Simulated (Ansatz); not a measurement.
**Mg: from a first guess to the relaxed fcc type**

First guess:

```xyz
1
Lattice="0.0000 2.1388 2.1388 2.1388 0.0000 2.1388 2.1388 2.1388 0.0000" Properties=species:S:1:pos:R:3 pbc="T T T"
Mg    0.0000    0.0000    0.0000
```

The calculation used DFT, PBE, PAW with Ansatz's default frozen-core files, scalar-relativistic (Ansatz 0.2.0).

Cell and atoms relax within the symmetry of the start on a 13×13×13 k mesh with 0.08 eV Fermi–Dirac smearing.

The start is built from a prototype, known or not as a phase of this compound; the cutoff is 420 eV.

Q: What is the pressure of the first guess?

A: 8.22 GPa.

Q: What does it relax to?

A: a = 4.522 Å, b = 4.522 Å, c = 4.522 Å, α = 90.00°, β = 90.00°, γ = 90.00° (conventional cell), 23.12 Å³ per atom:
```cif
data_structure
_symmetry_space_group_name_H-M 'Fm-3m'
_symmetry_Int_Tables_number 225
_cell_length_a 4.5224
_cell_length_b 4.5224
_cell_length_c 4.5224
_cell_angle_alpha 90.000
_cell_angle_beta 90.000
_cell_angle_gamma 90.000
_cell_volume 92.49
loop_
_atom_site_label
_atom_site_type_symbol
_atom_site_symmetry_multiplicity
_atom_site_Wyckoff_symbol
_atom_site_fract_x
_atom_site_fract_y
_atom_site_fract_z
_atom_site_occupancy
Mg1 Mg 4 a 0.00000 0.00000 0.00000 1
```

Q: How much energy does the relaxation release?

A: 80 meV/atom.
